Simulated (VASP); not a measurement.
# GaAs in VASP: one cell, several levels of theory, part 2 of 2

VASP 6.6.1, plane waves, PAW.

## (3) r2SCAN at this geometry

INCAR reads:

```
ENCUT = 520.000000
SIGMA = 0.010000
EDIFF = 1.00e-07
ALGO = Normal
METAGGA = R2SCAN
PREC = Accurate
IBRION = -1
ISIF = 2
ISMEAR = 0
NBANDS = 16
NELM = 120
NSW = 0
LASPH = .TRUE.
LCHARG = .TRUE.
LELF = .TRUE.
LWAVE = .FALSE.
LREAL = .FALSE.
```

KPOINTS reads:

```
KPOINTS created by Atomic Simulation Environment
0
Gamma
8 8 8
0 0 0
```

KPOINTS_OPT reads:

```
special points
6
Reciprocal
0.0000000000 0.0000000000 0.0000000000 1
-0.5000000000 -0.5000000000 0.0000000000 1
-0.3750000000 -0.3750000000 0.2500000000 1
-0.3750000000 0.0000000000 0.3750000000 1
0.0000000000 0.0000000000 0.5000000000 1
-0.5000000000 -0.2500000000 0.2500000000 1
```

POSCAR reads:

```
Ga As
 1.0000000000000000
    -0.0000000000000000    2.8330850957320126    2.8330850957320126
     2.8330850957320126    0.0000000000000000    2.8330850957320126
     2.8330850957320126    2.8330850957320126    0.0000000000000000
 Ga  As
   1   1
Cartesian
  0.0000000000000000 -0.0000000000000000  0.0000000000000000
  1.4165425478660063  1.4165425478660063  1.4165425478660063
```

Run with:

```console
$ mpirun -np 1 vasp_std
```

Standard output, without the iteration lines:

```text
POSCAR found type information on POSCAR GaAs
 POSCAR found :  2 types and       2 ions
 -----------------------------------------------------------------------------
|                                                                             |
|                                                                             |
|     You enforced a specific xc type in the INCAR file but a different       |
|     I HOPE YOU KNOW WHAT YOU ARE DOING!                                     |
|                                                                             |
 -----------------------------------------------------------------------------

 LDA part: xc-table for (None), standard interpolation
 POSCAR, INCAR and KPOINTS ok, starting setup
 FFT: planning ... GRIDC
 FFT: planning ... GRID_SOFT
 FFT: planning ... GRID
 WAVECAR not read
 entering main loop
 Start KPOINTS_OPT (optional k-point list driver)
k-point batch [1-6\6]
```

OSZICAR:

```text
N       E                     dE             d eps       ncg     rms          rms(c)
DAV:   1     0.643259595365E+02    0.64326E+02   -0.92212E+03   936   0.156E+03
DAV:   2    -0.222979760079E+02   -0.86624E+02   -0.82581E+02  1048   0.317E+02
DAV:   3    -0.290353099798E+02   -0.67373E+01   -0.67155E+01  1160   0.689E+01
DAV:   4    -0.291335826636E+02   -0.98273E-01   -0.98261E-01  1112   0.904E+00
DAV:   5    -0.291349785587E+02   -0.13959E-02   -0.13959E-02  1200   0.101E+00    0.316E+00
DAV:   6    -0.270565526635E+02    0.20784E+01   -0.50170E-01  1064   0.131E+01    0.192E+00
DAV:   7    -0.270492034362E+02    0.73492E-02   -0.16327E-01  1096   0.338E+00    0.853E-01
DAV:   8    -0.270528143385E+02   -0.36109E-02   -0.80565E-03  1192   0.722E-01    0.311E-01
DAV:   9    -0.270532424730E+02   -0.42813E-03   -0.13200E-03  1176   0.414E-01    0.464E-02
DAV:  10    -0.270532540229E+02   -0.11550E-04   -0.12251E-04  1128   0.783E-02    0.222E-02
DAV:  11    -0.270532489676E+02    0.50553E-05   -0.15389E-05  1096   0.286E-02    0.240E-03
DAV:  12    -0.270532486464E+02    0.32116E-06   -0.70845E-07  1200   0.137E-02    0.983E-04
DAV:  13    -0.270532503743E+02   -0.17279E-05   -0.72796E-08   848   0.284E-03    0.333E-04
DAV:  14    -0.270532507996E+02   -0.42533E-06   -0.38574E-08   592   0.359E-03    0.815E-05
DAV:  15    -0.270532507455E+02    0.54134E-07   -0.43300E-09   576   0.101E-03
   1 F= -.27053251E+02 E0= -.27053251E+02  d E =-.281072E-47
       N       E                     dE             ncg
DAV:   1     0.396085227591E+03   -0.35009E+04      192
DAV:   2    -0.108408004087E+03   -0.50449E+03      224
DAV:   3    -0.148030719694E+03   -0.39623E+02      256
DAV:   4    -0.148588860846E+03   -0.55814E+00      232
DAV:   5    -0.148597479529E+03   -0.86187E-02      264
DAV:   6    -0.148597748411E+03   -0.26888E-03      248
DAV:   7    -0.148597751194E+03   -0.27830E-05      256
DAV:   8    -0.148597751306E+03   -0.11184E-06      224
DAV:   9    -0.148597751310E+03   -0.39090E-08      200
```

Parts of OUTCAR:

```text
k-points           NKPTS =     29   k-points in BZ     NKDIM =     29   number of bands    NBANDS=     16

   NELECT =      18.0000    total number of electrons

   dimension x,y,z NGX =    30 NGY =   30 NGZ =   30
   dimension x,y,z NGXF=    60 NGYF=   60 NGZF=   60

  energy-cutoff  :      520.00
  volume of cell :       45.48
      direct lattice vectors                 reciprocal lattice vectors
     0.000000000  2.833085096  2.833085096    -0.176486051  0.176486051  0.176486051
     2.833085096  0.000000000  2.833085096     0.176486051 -0.176486051  0.176486051
     2.833085096  2.833085096  0.000000000     0.176486051  0.176486051 -0.176486051

 k-points in reciprocal lattice and weights: KPOINTS created by Atomic Simulation Env
   0.00000000  0.00000000  0.00000000       0.002
   0.12500000  0.00000000  0.00000000       0.016
   0.25000000  0.00000000  0.00000000       0.016
   0.37500000  0.00000000  0.00000000       0.016
   0.50000000  0.00000000  0.00000000       0.008
   0.12500000  0.12500000  0.00000000       0.012
   0.25000000  0.12500000  0.00000000       0.047
   0.37500000  0.12500000  0.00000000       0.047
[... 21 more k-points ...]

 E-fermi :   3.7168

 k-point     1 :       0.0000    0.0000    0.0000
  band No.  band energies     occupation
      1     -11.6073      2.00000
      2     -11.6073      2.00000
      3     -11.6072      2.00000
      4     -11.5195      2.00000
      5     -11.5195      2.00000
      6      -9.5444      2.00000
      7       3.6172      2.00000
      8       3.6172      2.00000
      9       3.6172      2.00000
     10       4.5603      0.00000
     11       7.6559      0.00000
     12       7.6561      0.00000
     13       7.6561      0.00000
     14      11.8421      0.00000
     15      14.2324      0.00000
     16      14.2324      0.00000

 k-point     2 :       0.1250    0.0000    0.0000
  band No.  band energies     occupation
      1     -11.6222      2.00000
      2     -11.6035      2.00000
      3     -11.6035      2.00000
      4     -11.5197      2.00000
      5     -11.5197      2.00000
      6      -9.3538      2.00000
      7       1.7033      2.00000
      8       3.3772      2.00000
      9       3.3772      2.00000
     10       5.5569      0.00000
     11       8.0138      0.00000
     12       8.0139      0.00000
     13       8.1694      0.00000
     14      12.7793      0.00000
     15      13.3989      0.00000
     16      13.3989      0.00000

 k-point     3 :       0.2500    0.0000    0.0000
  band No.  band energies     occupation
      1     -11.6543      2.00000
      2     -11.5954      2.00000
      3     -11.5953      2.00000
      4     -11.5192      2.00000
      5     -11.5192      2.00000
      6      -8.8230      2.00000
      7      -0.5622      2.00000
      8       2.9231      2.00000
      9       2.9231      2.00000
     10       5.4157      0.00000
     11       8.5532      0.00000
     12       8.5532      0.00000
     13      10.0352      0.00000
     14      13.1618      0.00000
     15      13.1618      0.00000
     16      13.2050      0.00000

 k-point     4 :       0.3750    0.0000    0.0000
  band No.  band energies     occupation
      1     -11.6824      2.00000
      2     -11.5887      2.00000
      3     -11.5886      2.00000
      4     -11.5171      2.00000
      5     -11.5171      2.00000
      6      -8.1152      2.00000
      7      -2.3805      2.00000
      8       2.5700      2.00000
      9       2.5700      2.00000
     10       5.0843      0.00000
     11       8.6520      0.00000
     12       8.6521      0.00000
     13      11.7735      0.00000
     14      13.2413      0.00000
     15      14.3800      0.00000
     16      14.3801      0.00000

 k-point     5 :       0.5000    0.0000    0.0000
  band No.  band energies     occupation
      1     -11.6933      2.00000
      2     -11.5864      2.00000
      3     -11.5864      2.00000
      4     -11.5157      2.00000
      5     -11.5157      2.00000
      6      -7.7137      2.00000
      7      -3.1612      2.00000
      8       2.4426      2.00000
      9       2.4426      2.00000
     10       4.9580      0.00000
     11       8.6020      0.00000
     12       8.6021      0.00000
     13      11.9006      0.00000
     14      14.7058      0.00000
     15      16.1481      0.00000
     16      16.1481      0.00000

 k-point     6 :       0.1250    0.1250    0.0000
  band No.  band energies     occupation
      1     -11.6304      2.00000
      2     -11.6000      2.00000
      3     -11.6000      2.00000
      4     -11.5225      2.00000
      5     -11.5175      2.00000
      6      -9.2904      2.00000
      7       1.6950      2.00000
      8       2.9496      2.00000
      9       2.9497      2.00000
     10       6.2915      0.00000
     11       7.0602      0.00000
     12       8.6457      0.00000
     13       8.6458      0.00000
     14      12.1557      0.00000
     15      13.1424      0.00000
     16      14.4961      0.00000

 k-point     7 :       0.2500    0.1250    0.0000
  band No.  band energies     occupation
      1     -11.6558      2.00000
      2     -11.5931      2.00000
      3     -11.5915      2.00000
      4     -11.5249      2.00000
      5     -11.5158      2.00000
      6      -8.8714      2.00000
      7      -0.0266      2.00000
      8       2.4463      2.00000
      9       2.4474      2.00000
     10       6.4609      0.00000
     11       7.4130      0.00000
     12       9.4183      0.00000
     13       9.5499      0.00000
     14      11.9986      0.00000
     15      14.3517      0.00000
     16      14.3642      0.00000

 k-point     8 :       0.3750    0.1250    0.0000
  band No.  band energies     occupation
      1     -11.6817      2.00000
      2     -11.5871      2.00000
      3     -11.5841      2.00000
      4     -11.5241      2.00000
      5     -11.5143      2.00000
      6      -8.2050      2.00000
      7      -1.8594      2.00000
      8       1.8442      2.00000
      9       2.1427      2.00000
     10       6.1915      0.00000
     11       8.1359      0.00000
     12       9.5709      0.00000
     13      10.2693      0.00000
     14      13.5103      0.00000
     15      14.4227      0.00000
     16      15.2092      0.00000

 k-point     9 :       0.5000    0.1250    0.0000
  band No.  band energies     occupation
      1     -11.6958      2.00000
      2     -11.5840      2.00000
      3     -11.5814      2.00000
      4     -11.5203      2.00000
      5     -11.5149      2.00000
      6      -7.6367      2.00000
      7      -2.9995      2.00000
      8       1.4021      2.00000
      9       2.1299      2.00000
     10       6.0095      0.00000
     11       8.3143      0.00000
     12       9.2958      0.00000
     13      11.8500      0.00000
     14      13.8222      0.00000
     15      15.6714      0.00000
     16      16.1365      0.00000

 k-point    10 :      -0.3750    0.1250    0.0000
  band No.  band energies     occupation
      1     -11.6919      2.00000
      2     -11.5843      2.00000
      3     -11.5837      2.00000
      4     -11.5184      2.00000
      5     -11.5174      2.00000
      6      -7.7792      2.00000
      7      -2.7355      2.00000
      8       1.2584      2.00000
      9       2.4032      2.00000
     10       6.0485      0.00000
     11       8.5356      0.00000
     12       9.0317      0.00000
     13      11.8771      0.00000
     14      13.8943      0.00000
     15      13.9448      0.00000
     16      15.9172      0.00000

 k-point    11 :      -0.2500    0.1250    0.0000
  band No.  band energies     occupation
      1     -11.6714      2.00000
      2     -11.5906      2.00000
      3     -11.5881      2.00000
      4     -11.5217      2.00000
      5     -11.5172      2.00000
      6      -8.4454      2.00000
      7      -1.2887      2.00000
      8       1.4904      2.00000
      9       2.8767      2.00000
     10       6.2673      0.00000
     11       8.7057      0.00000
     12       8.7403      0.00000
     13      10.1952      0.00000
     14      12.4255      0.00000
     15      14.0012      0.00000
     16      15.3233      0.00000

 k-point    12 :      -0.1250    0.1250    0.0000
  band No.  band energies     occupation
      1     -11.6430      2.00000
      2     -11.5993      2.00000
      3     -11.5956      2.00000
      4     -11.5217      2.00000
      5     -11.5181      2.00000
      6      -9.0489      2.00000
      7       0.4868      2.00000
      8       2.2418      2.00000
      9       3.3297      2.00000
     10       6.2552      0.00000
     11       8.0560      0.00000
     12       8.1480      0.00000
     13       9.4017      0.00000
     14      12.3735      0.00000
     15      13.4184      0.00000
     16      14.0018      0.00000

[... the tables of k-points 13 to 29 left out ...]

  Total        0.0334230      0.0334230      0.0334230      0.0000000      0.0000000      0.0000000
  in kB        1.1774640      1.1774640      1.1774640      0.0000000      0.0000000      0.0000000
  external PRESSURE =       1.1774640 kB  Pullay stress =       0.0000000 kB

 POSITION                                       TOTAL-FORCE (eV/Angst)
 -----------------------------------------------------------------------------------
      0.00000      0.00000      0.00000        -0.000000     -0.000000     -0.000000
      1.41654      1.41654      1.41654         0.000000      0.000000      0.000000
 -----------------------------------------------------------------------------------
    total drift:                                0.000001      0.000001      0.000001

  FREE ENERGIE OF THE ION-ELECTRON SYSTEM (eV)
  ---------------------------------------------------
  free  energy   TOTEN  =       -27.0532507455 eV

  energy  without entropy=      -27.0532507455  energy(sigma->0) =      -27.05325075
```

Hardware: 1 MPI rank of Intel Xeon Platinum 8488C, shared host.

The levels at the points of KPOINTS_OPT are read from vasprun.xml.

Near the gap, in eV above the top of the last filled band v; c is the band after it:

```csv
point,v−1,v,c,c+1
Γ,0.00,0.00,0.94,4.04
X,-2.75,-2.75,1.77,1.95
U,-3.93,-2.32,2.27,5.01
K,-3.93,-2.32,2.27,5.01
L,-1.17,-1.17,1.34,4.98
W,-3.61,-3.40,4.99,5.06
```

Gap with r2SCAN: 0.94 eV, direct (Γ). Pressure: 0.12 GPa; the forces vanish within 0.01 eV/Å.

Axes a, b and c in the maps are those of this run's conventional cell (a, b, c = 5.666, 5.666, 5.666 Å).

Density in a lattice plane of the grid's cell (edges 5.67 and 5.67 Å, at 0.000 of the third edge), which holds Ga.

Ten even steps from '0' (0.02 e/Å³) to '9' (16.56 e/Å³):
```
752000000000000000000025
221000000000000000000012
000000000000000000000000
000000000000000000000000
000000000000000000000000
000000000000000000000000
000000000000000000000000
000000000012221000000000
000000000025752000000000
000000000147974100000000
000000000025752000000000
000000000012221000000000
000000000000000000000000
000000000000000000000000
000000000000000000000000
000000000000000000000000
000000000000000000000000
221000000000000000000012
752000000000000000000025
974100000000000000000147
```
Columns run along the first of these edges and rows up along the second, over one cell in 24 and 20 even steps from the bottom left corner. Atoms in the plane (fractional): Ga at (0.00, 0.00), Ga at (0.50, 0.50).

ELF in the same plane.

Values, 12 rows by 12 columns:
```
0.09 0.22 0.32 0.35 0.15 0.04 0.02 0.04 0.15 0.35 0.32 0.22
0.28 0.32 0.51 0.50 0.34 0.15 0.07 0.15 0.34 0.50 0.51 0.32
0.24 0.35 0.50 0.55 0.50 0.35 0.24 0.35 0.50 0.55 0.50 0.35
0.07 0.15 0.34 0.50 0.51 0.32 0.28 0.32 0.51 0.50 0.34 0.15
0.02 0.04 0.15 0.35 0.32 0.22 0.09 0.22 0.32 0.35 0.15 0.04
0.01 0.02 0.07 0.24 0.28 0.09 0.31 0.09 0.28 0.24 0.07 0.02
0.02 0.04 0.15 0.35 0.32 0.22 0.09 0.22 0.32 0.35 0.15 0.04
0.07 0.15 0.34 0.50 0.51 0.32 0.28 0.32 0.51 0.50 0.34 0.15
0.24 0.35 0.50 0.55 0.50 0.35 0.24 0.35 0.50 0.55 0.50 0.35
0.28 0.32 0.51 0.50 0.34 0.15 0.07 0.15 0.34 0.50 0.51 0.32
0.09 0.22 0.32 0.35 0.15 0.04 0.02 0.04 0.15 0.35 0.32 0.22
0.31 0.09 0.28 0.24 0.07 0.02 0.01 0.02 0.07 0.24 0.28 0.09
```
Columns run along the first of these edges and rows up along the second, over one cell in 12 and 12 even steps from the bottom left corner. Atoms in the plane (fractional): Ga at (0.00, 0.00), Ga at (0.50, 0.50).

Both are smooth fields of the valence electrons: close to the nuclei they are not physical.

Maxima of ELF outside the ion cores: 0.89 on the As–Ga line, 0.9 Å from As.

## (4) Summary

What follows sums up all 2 parts.

```
 level  gap (eV)  pressure (GPa)  Ansatz: gap (eV)  Ansatz: pressure (GPa)
   PBE      0.47            2.96              0.47                    2.77
r2SCAN      0.94            0.12              0.96                    0.01
```

In words: The gap runs from 0.47 eV (PBE) to 0.94 eV (r2SCAN). A measured gap is 1.412 eV (direct; 300 K; “Evidence of valence band perturbations in GaAsN/GaAs(001): A combined variable-angle spectroscopic ellipsometry and modulated photoreflectance investigation”, 2008, arxiv:0805.2212). The misses are: PBE -0.94, r2SCAN -0.47 eV; r2SCAN comes nearest. 3 values of this kind are on record (1.412 to 1.51 eV); this one was drawn at random. The calculation is for fixed nuclei; the measurement holds lattice motion too. At this one volume the pressure spans 0.1 GPa (r2SCAN) to 3.0 GPa (PBE): PBE wants the largest cell and r2SCAN the smallest. The two programs agree on the gap within 0.03 eV, far less than the spread between functionals. The two codes have different PAW datasets and cutoffs. VASP's cell holds 18 valence electrons and Ansatz's 28.
